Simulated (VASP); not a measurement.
# Sb (P2_1/m) in VASP: settings compared, part 2 of 2

VASP 6.6.1. The steps go on from the part before.

## (4) Single point, PBEsol

Contents of INCAR:

```
PREC = Accurate
ENCUT = 520
EDIFF = 1E-6
ISMEAR = 0
SIGMA = 0.1
LREAL = F
LASPH = T
NELM = 60
ALGO = Normal
ISIF = 2
LWAVE = F
LCHARG = T
GGA = PS
LELF = T
LVHAR = T
NBANDS = 12
```

Contents of KPOINTS:

```
Automatic mesh
0
Gamma
  14 10 10
```

Contents of POSCAR:

```
Sb
1.0
    3.1224020000      0.0000000000      0.0000000000
    0.0000000000      4.3475180000      0.0000000000
   -0.0389150000      0.0000000000      4.4058520000
Sb
2
Direct
    0.9886110000      0.7500000000      0.7588340000
    0.0113890000      0.2500000000      0.2411660000
```

Potentials or basis: VASP PAW PBE potentials, release 64 (Sb).

On the command line:

```console
> cat potpaw_PBE.64/Sb/POTCAR > POTCAR
> mpirun -np 1 vasp_std > vasp.out
```

OUTCAR:

```text
PREC = Accurate
   ENCUT = 520
   EDIFF = 1E-6
   ISMEAR = 0
   LREAL = F
   LASPH = T
   NELM = 60
   ISIF = 2
   GGA = PS

 ion  position               nearest neighbor table
   1  0.989  0.750  0.759-   2 3.04   2 3.04   2 3.15   2 3.15
   2  0.011  0.250  0.241-   1 3.04   1 3.04   1 3.15   1 3.15

  LATTYP: Found a simple monoclinic cell.
 ALAT       =     3.1224020000
 B/A-ratio  =     1.3923633152
 C/A-ratio  =     1.4111007668
 COS(beta)  =    -0.0088322263

  Lattice vectors:

 A1 = (   3.1224020000,   0.0000000000,   0.0000000000)
 A2 = (   0.0000000000,   4.3475180000,   0.0000000000)
 A3 = (  -0.0389150000,   0.0000000000,   4.4058520000)

Analysis of symmetry for initial positions (statically):
=====================================================================
 Subroutine PRICEL returns:
 Original cell was already a primitive cell.

 Routine SETGRP: Setting up the symmetry group for a
 simple monoclinic supercell.

 Subroutine GETGRP returns: Found  4 space group operations
 (whereof  2 operations were pure point group operations)
 out of a pool of  4 trial point group operations.

The static configuration has the point symmetry S_2 .
 The point group associated with its full space group is C_2h.

Analysis of symmetry for dynamics (positions and initial velocities):
=====================================================================
 Subroutine PRICEL returns:
 Original cell was already a primitive cell.

 Routine SETGRP: Setting up the symmetry group for a
 simple monoclinic supercell.

 Subroutine GETGRP returns: Found  4 space group operations
 (whereof  2 operations were pure point group operations)
 out of a pool of  4 trial point group operations.

The dynamic configuration has the point symmetry S_2 .
 The point group associated with its full space group is C_2h.

 Subroutine INISYM returns: Found  4 space group operations
 (whereof  2 operations are pure point group operations),
 and found     1 'primitive' translations
[... 123 lines left out ...]
   IVDW    =     0    specifies the selected vdW correction
   LEPSILON=     F    determine dielectric tensor
   LRPA    =     F    only Hartree local field effects (RPA)
 non-spin polarized calculation
 Gauss-broadening in eV      SIGMA  =   0.10
  energy-cutoff  :      520.00
  volume of cell :       59.81
 maximum number of plane-waves:      1648
   NGX = 11   NGY = 17   NGZ = 17

 number of electron      10.0000000 magnetization

 number of electron       9.9999999 magnetization

 Free energy of the ion-electron system (eV)
  ---------------------------------------------------
  ext. energy  EPLUGINS =         0.00000000
  ---------------------------------------------------
  free energy    TOTEN  =        -9.05004596 eV

  energy without entropy =       -9.04394275  energy(sigma->0) =       -9.04699435

 E-fermi :   6.9330     XC(G=0):  -9.7414

 val. band max:        6.9307455995   @ k =  -0.3571   0.1000   0.4000
 cond. band min:       6.9344823058   @ k =  -0.4286   0.2000   0.1000
 fundamental gap:      0.0037367063
 Fermi energy:         6.9330057584

 k-point     1 :       0.0000    0.0000    0.0000
  band No.  band energies     occupation
      1      -5.4341      2.00000
      2      -0.3625      2.00000
      3       3.3806      2.00000
      4       3.5127      2.00000
      5       9.0244      0.00000
      6      10.0489      0.00000
      7      10.2723      0.00000
      8      10.4011      0.00000
      9      13.6715      0.00000
     10      13.9709      0.00000
     11      14.2721      0.00000
     12      15.1150      0.00000
[... 331 lines left out ...]
 k-point    24 :       0.5000    0.2000   -0.0000
  band No.  band energies     occupation
      1      -2.7945      2.00000
      2       1.2391      2.00000
      3       1.6941      2.00000
      4       4.9042      2.00000
      5       5.6257      2.00000
      6       6.2319      2.00000
      7      10.6792      0.00000
      8      11.0472      0.00000
      9      11.5167      0.00000
     10      12.0049      0.00000
     11      12.8843      0.00000
     12      15.3420      0.00000

 [... further k-points ...]

------------------------ aborting loop because EDIFF is reached ----------------------------------------

  FORCE on cell =-STRESS in cart. coord.  units (eV):
  Direction    XX          YY          ZZ          XY          YZ          ZX
  --------------------------------------------------------------------------------------
  -------------------------------------------------------------------------------------
  Total       -1.0484537     -0.6273323     -0.7340925      0.0000000      0.0000000      0.0172209
  in kB      -28.0866369    -16.8053723    -19.6653313      0.0000000      0.0000000      0.4613248
  external PRESSURE =     -21.5191135 kB  Pullay stress =       0.0000000 kB

 VOLUME and BASIS-vectors are now :
 -----------------------------------------------------------------------------
  energy-cutoff  :      520.00
  volume of cell :       59.81
      direct lattice vectors                 reciprocal lattice vectors
     3.122402000  0.000000000  0.000000000     0.320266257  0.000000000  0.002828774
     0.000000000  4.347518000  0.000000000     0.000000000  0.230016299  0.000000000
    -0.038915000  0.000000000  4.405852000     0.000000000  0.000000000  0.226970856

 POSITION                                       TOTAL-FORCE (eV/Angst)
 -----------------------------------------------------------------------------------
      3.05731      3.26064      3.34331         0.029443     -0.000000     -0.100139
      0.02618      1.08688      1.06254        -0.029443      0.000000      0.100139
 -----------------------------------------------------------------------------------
    total drift:                               -0.000000      0.000000      0.000000

  FREE ENERGIE OF THE ION-ELECTRON SYSTEM (eV)
  ---------------------------------------------------
  free  energy   TOTEN  =        -9.0500459591 eV

  energy  without entropy=       -9.0439427491  energy(sigma->0) =       -9.04699435
```

OSZICAR:

```text
N       E                     dE             d eps       ncg     rms          rms(c)
DAV:   1     0.300662745458E+02    0.30066E+02   -0.34402E+03 10368   0.649E+02
DAV:   2    -0.737338180837E+01   -0.37440E+02   -0.36184E+02 13628   0.103E+02
DAV:   3    -0.903990072098E+01   -0.16665E+01   -0.16480E+01 12808   0.240E+01
DAV:   4    -0.905365778201E+01   -0.13757E-01   -0.13747E-01 11836   0.264E+00
DAV:   5    -0.905382487006E+01   -0.16709E-03   -0.16709E-03 12384   0.315E-01    0.263E+00
DAV:   6    -0.905163764904E+01    0.21872E-02   -0.74876E-04 11872   0.176E-01    0.155E+00
DAV:   7    -0.905001896950E+01    0.16187E-02   -0.17263E-03 11420   0.257E-01    0.660E-02
DAV:   8    -0.905004439044E+01   -0.25421E-04   -0.56691E-05 12632   0.496E-02    0.982E-03
DAV:   9    -0.905004610001E+01   -0.17096E-05   -0.22611E-06 11888   0.953E-03    0.226E-03
DAV:  10    -0.905004595910E+01    0.14091E-06   -0.25446E-07  9052   0.276E-03
   1 F= -.90500460E+01 E0= -.90469944E+01  d E =-.610321E-02
```

Wall time 55 s (1 thread of Intel Xeon 6975P-C (Granite Rapids), shared host); peak memory 0.38 GiB.

Results:

```
Free energy            : -9.0500 eV
Pressure               : -2.2 GPa
Largest force          : 0.104 eV/Å
Band gap on the k mesh : none (metal or under the smearing width)
```

Forces on the atoms (eV/Å):
```
Sb   0.029  0.000 -0.100
Sb  -0.029  0.000  0.100
```

Caveat: the PAW data sets were made with another functional, which shifts forces and pressure a little. The run has no spin-orbit coupling, so splittings on Sb are missing.

## (5) Relaxation of cell and atoms, PBEsol

Contents of INCAR:

```
PREC = Accurate
ENCUT = 580
EDIFF = 1E-7
ISMEAR = 0
SIGMA = 0.1
LREAL = F
LASPH = T
NELM = 60
ALGO = Normal
ISIF = 3
LWAVE = F
LCHARG = F
GGA = PS
IBRION = 2
NSW = 90
EDIFFG = -0.005
```

KPOINTS is that of step 4.

POSCAR is that of step 4.

On the command line:

```console
> cat potpaw_PBE.64/Sb/POTCAR > POTCAR
> mpirun -np 1 vasp_std > vasp.out
```

Run time: 12 min. Hardware: 1 thread of Intel Xeon 6975P-C (Granite Rapids), shared host; peak memory 0.43 GiB.

Results (log left out):

```yaml
Free_energy: -9.0746 eV
Relaxed_volume: 28.73 Å³/atom
Relaxed_cell: a = 3.066 Å, b = 4.329 Å, c = 4.330 Å, α = 90.00°, β = 89.94°, γ = 90.00°
Space_group_after_relaxing_to_0.05_Å: Pm-3m (No. 221)
Energy_gained_by_relaxing: 12.3 meV/atom
Ionic_steps: 21
Pressure_after_relaxing: 0.0 GPa
Band_gap_on_the_k_mesh: none (metal or under the smearing width)
```

The path:
```
step  energy change (eV)  largest force (eV/Å)  pressure (GPa)  volume (Å³)
   1              0.0000                0.1043           -2.15        59.81
   2             -0.0134                0.1811            1.32        56.40
   3             -0.0176                0.1589            0.10        57.47
   4             -0.0199                0.1289            0.09        57.43
   5             -0.0229                0.0416            0.13        57.34
   6             -0.0238                0.0213           -0.12        57.54
   7             -0.0239                0.0227           -0.06        57.49
   8             -0.0240                0.0207            0.03        57.41
   9             -0.0240                0.0199            0.09        57.35
  10             -0.0241                0.0194            0.08        57.37
  11             -0.0242                0.0194            0.04        57.41
  12             -0.0242                0.0250           -0.04        57.49
  13             -0.0242                0.0225           -0.02        57.46
  14             -0.0243                0.0223           -0.02        57.47
  15             -0.0244                0.0229           -0.04        57.49
  16             -0.0245                0.0194            0.01        57.44
  17             -0.0245                0.0157            0.07        57.38
  18             -0.0245                0.0092           -0.01        57.45
  19             -0.0245                0.0064           -0.04        57.49
  20             -0.0245                0.0070           -0.04        57.48
  21             -0.0246                0.0016           -0.01        57.46
```

Final structure:
```
CELL_PARAMETERS angstrom
3.06557 0.00000 0.01522
0.00000 4.32897 0.00000
-0.01666 0.00000 4.32949
ATOMIC_POSITIONS crystal
Sb 0.00043 0.75000 0.74994
Sb 0.99957 0.25000 0.25006
```

Levels at points of the mesh, in eV from the Fermi level:
| k point | band 1 | band 2 | band 3 | band 4 | band 5 | band 6 | band 7 | band 8 | band 9 |
| --- | --- | --- | --- | --- | --- | --- | --- | --- | --- |
| (0.00, 0.00, 0.00) | -12.69 | -7.38 | -3.70 | -3.70 | 1.98 | 3.33 | 3.37 | 3.37 | 6.98 |
| (0.50, 0.00, 0.00) | -10.14 | -5.85 | -4.32 | -1.69 | -1.69 | -1.66 | 4.75 | 4.77 | 4.77 |
| (0.00, 0.50, 0.00) | -10.85 | -10.85 | -1.44 | -1.44 | -0.95 | -0.95 | 5.10 | 5.10 | 8.10 |
| (0.50, 0.50, 0.00) | -8.26 | -8.26 | -4.15 | -4.15 | 0.65 | 0.65 | 1.65 | 1.65 | 5.52 |
| (0.00, 0.00, 0.50) | -10.85 | -10.85 | -1.44 | -1.44 | -0.95 | -0.95 | 5.09 | 5.10 | 8.10 |
| (0.50, 0.00, 0.50) | -8.26 | -8.26 | -4.15 | -4.15 | 0.65 | 0.66 | 1.65 | 1.65 | 5.52 |
| (0.00, 0.50, 0.50) | -10.12 | -10.12 | -5.86 | -5.86 | 5.48 | 5.48 | 5.52 | 5.52 | 9.18 |
| (0.50, 0.50, 0.50) | -7.40 | -7.40 | -3.72 | -3.72 | -3.69 | -3.69 | 1.98 | 1.98 | 7.70 |

Caveat: the PAW data sets were made with another functional, which shifts forces and pressure a little. The run has no spin-orbit coupling, so splittings on Sb are missing.

## (6) Relaxation of cell and atoms, RPBE

INCAR, as its differences from that of step 5:

```diff
@@ -1,3 +1,3 @@
 PREC = Accurate
-ENCUT = 580
+ENCUT = 600
 EDIFF = 1E-7
@@ -12,3 +12,3 @@
 LCHARG = F
-GGA = PS
+GGA = RP
 IBRION = 2
```

KPOINTS is that of step 5.

POSCAR is that of step 5.

Potentials or basis: VASP PAW PBE potentials, release 64 (Sb).

On the command line:

```console
> cat potpaw_PBE.64/Sb/POTCAR > POTCAR
> mpirun -np 1 vasp_std > vasp.out
```

Run time: 14 min. Hardware: 1 thread of Intel Xeon 6975P-C (Granite Rapids), shared host; peak memory 0.47 GiB.

Results (log left out):

```yaml
Free_energy: -7.4457 eV
Relaxed_volume: 30.73 Å³/atom
Relaxed_cell: a = 3.133 Å, b = 4.429 Å, c = 4.429 Å, α = 90.00°, β = 90.04°, γ = 90.00°
Space_group_after_relaxing_to_0.05_Å: Pm-3m (No. 221)
Energy_gained_by_relaxing: 7.4 meV/atom
Ionic_steps: 25
Pressure_after_relaxing: 0.0 GPa
Largest_force_after_relaxing: 0.004 eV/Å
Band_gap_on_the_k_mesh: none (metal or under the smearing width)
```

Forces in eV/Å, atoms in the order of the input:
```
Sb   0.002  0.000  0.004
Sb  -0.002  0.000 -0.004
```

The path:
| step | energy change (eV) | largest force (eV/Å) | pressure (GPa) | volume (Å³) |
| --- | --- | --- | --- | --- |
| 1 | 0.0000 | 0.1212 | 1.63 | 59.81 |
| 2 | -0.0089 | 0.0546 | -0.72 | 62.48 |
| 3 | -0.0107 | 0.0698 | -0.07 | 61.67 |
| 4 | -0.0113 | 0.0684 | -0.04 | 61.61 |
| 5 | -0.0124 | 0.0591 | 0.08 | 61.42 |
| 6 | -0.0125 | 0.0533 | 0.13 | 61.34 |
| 7 | -0.0127 | 0.0501 | 0.13 | 61.34 |
| 8 | -0.0134 | 0.0402 | 0.11 | 61.34 |
| 9 | -0.0140 | 0.0211 | 0.09 | 61.34 |
| 10 | -0.0141 | 0.0185 | 0.09 | 61.34 |
| 11 | -0.0142 | 0.0186 | 0.04 | 61.40 |
| 12 | -0.0144 | 0.0190 | -0.09 | 61.56 |
| 13 | -0.0145 | 0.0186 | -0.05 | 61.51 |
| 14 | -0.0146 | 0.0180 | 0.00 | 61.45 |
| 15 | -0.0145 | 0.0170 | 0.11 | 61.32 |
| 16 | -0.0146 | 0.0176 | 0.04 | 61.41 |
| 17 | -0.0146 | 0.0167 | 0.01 | 61.45 |
| 18 | -0.0146 | 0.0154 | -0.04 | 61.50 |
| 19 | -0.0146 | 0.0143 | -0.04 | 61.50 |
| 20 | -0.0147 | 0.0112 | -0.03 | 61.49 |
| 21 | -0.0148 | 0.0064 | -0.02 | 61.48 |
| 22 | -0.0148 | 0.0061 | -0.01 | 61.47 |
| 23 | -0.0148 | 0.0056 | 0.02 | 61.43 |
| 24 | -0.0148 | 0.0055 | 0.03 | 61.42 |
| 25 | -0.0148 | 0.0045 | -0.01 | 61.46 |

Final structure:
```
Sb
1.0
     3.13320    0.00000    0.01254
     0.00000    4.42891    0.00000
    -0.02116    0.00000    4.42926
Sb
2
Direct
  0.99947 0.75000 0.74961
  0.00053 0.25000 0.25039
```

Levels at points of the mesh, in eV from the Fermi level:
```tsv
k point	band 2	band 3	band 4	band 5	band 6	band 7	band 8	band 9
(0.00, 0.00, 0.00)	-7.36	-3.39	-3.39	2.33	3.21	3.22	3.22	6.86
(0.50, 0.00, 0.00)	-5.35	-4.64	-1.56	-1.55	-1.54	4.87	4.88	4.88
(0.00, 0.50, 0.00)	-10.43	-1.27	-1.27	-0.86	-0.86	4.81	4.81	8.03
(0.50, 0.50, 0.00)	-8.07	-3.78	-3.78	0.63	0.63	1.46	1.46	5.66
(0.00, 0.00, 0.50)	-10.42	-1.28	-1.26	-0.86	-0.85	4.80	4.82	8.03
(0.50, 0.00, 0.50)	-8.06	-3.79	-3.78	0.62	0.65	1.46	1.47	5.67
(0.00, 0.50, 0.50)	-9.81	-5.36	-5.36	5.13	5.13	5.14	5.14	8.88
(0.50, 0.50, 0.50)	-7.36	-3.40	-3.40	-3.38	-3.38	2.33	2.33	7.08
```

Caveat: the PAW data sets were made with another functional, which shifts forces and pressure a little. Spin-orbit coupling is left out, which matters for the levels of Sb.

## (7) Overview

```csv
task,level,cell,k mesh,cutoff (eV),mesh quality,gap on the mesh (eV),pressure (GPa),relaxed volume (Å³/atom)
relaxation of cell and atoms,PBEsol,relaxed,14 × 10 × 10,300,not flagged,none,0.0,28.73
relaxation of cell and atoms,PBEsol,relaxed,6 × 4 × 4,600,coarse,none,0.0,29.06
single point,PBEsol,as given,14 × 10 × 10,520,not flagged,none,-2.2,-
relaxation of cell and atoms,PBEsol,relaxed,14 × 10 × 10,580,not flagged,none,0.0,28.73
relaxation of cell and atoms,RPBE,relaxed,14 × 10 × 10,600,not flagged,none,0.0,30.73
```

Alike in all rows: potentials or basis VASP PAW PBE potentials, release 64 (Sb); no spin polarisation; smearing gaussian 0.1 eV.

Caveats: some runs use coarse meshes; the PAW data sets were made with another functional, which shifts forces and pressure a little.

Total energies depend on the potentials used, so only differences within one code and one set of settings carry meaning.
